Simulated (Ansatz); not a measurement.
# Te: from a first guess to the relaxed bcc type

First guess:

```xyz
1
Lattice="-1.6524 1.6524 1.6524 1.6524 -1.6524 1.6524 1.6524 1.6524 -1.6524" Properties=species:S:1:pos:R:3 pbc="T T T"
Te    0.0000    0.0000    0.0000
```

The calculation used Ansatz 0.2.0, DFT, PBE, PAW with Ansatz's default frozen-core files, scalar-relativistic.

Cell and atoms relax within the symmetry of the start on a 14×14×14 k mesh with 0.05 eV Fermi–Dirac smearing.

The start is built from a prototype, known or not as a phase of this compound; the cutoff is 420 eV.

No spin–orbit coupling, which matters for the heavy atoms here.

Problem. What is the pressure of the first guess?

Solution. 73.3 GPa.

Problem. What does it relax to?

Solution. a = 3.852 Å, b = 3.852 Å, c = 3.852 Å, α = 90.00°, β = 90.00°, γ = 90.00° (conventional cell), 28.59 Å³ per atom:
Space group Im-3m (No. 229). a = 3.852 Å, b = 3.852 Å, c = 3.852 Å, α = 90.00°, β = 90.00°, γ = 90.00°
```csv
atom,site,symmetry,x,y,z
Te,2a,m-3m,0.0000,0.0000,0.0000
```

Problem. How much energy does the relaxation release?

Solution. 1565 meV/atom.
